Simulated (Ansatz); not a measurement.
How far PBE and PBEsol part for InN, uniaxial strain ε_yy = +5.93 %

Consider InN in the wurtzite structure (space group P6_3mc, No. 186; a = 3.581 Å, c = 5.788 Å). Axes: x lies along a and z along c of the hexagonal cell.

(Cell as relaxed with PBE.)

Levels (all Ansatz, a first-principles code, PAW, earlier PAW set): PBE (420 eV, no spin-orbit coupling); PBEsol (420 eV, without spin-orbit coupling).

Each level relaxes its own structure.

| base | PBE | PBEsol |
|---|---|---|
| volume per atom | 16.07 Å³ | 15.48 Å³ |
| lattice parameter a | 3.581 Å | 3.537 Å |
| band gap | zero | zero |

The change: uniaxial strain ε_yy = +5.93 %, all other strain components held at zero; the atoms relax in the strained cell.

```tsv
quantity	PBE	PBEsol
pressure (mean of the normal stresses, compression positive)	-6.3 GPa	[?]
energy relative to the base (free energy F)	+33 meV/atom	[?]
shortest interatomic distance	2.221 Å	[?]
band gap	zero	[?]
```

**Question.** Predict the PBEsol column.

**Answer.** 
- pressure (mean of the normal stresses, compression positive), PBEsol: -7.0 GPa
- energy relative to the base (free energy F), PBEsol: +35 meV/atom
- shortest interatomic distance, PBEsol: 2.197 Å
- band gap, PBEsol: zero

PBE's pressure lies 0.76 GPa above PBEsol's; PBE's energy relative to the base lies 1.4 meV/atom below PBEsol's; PBE's shortest interatomic distance lies 0.0249 Å above PBEsol's (1.1 %); the two agree on the band gap. Neither level is exact; PBEsol is the comparison here, not a measurement.

No phonon test of stability was made. The final runs are not spin-polarised. Gaps under 0.05 eV, about the width of the smearing, are given as zero. The zero or small gap of InN can change with the level of theory.
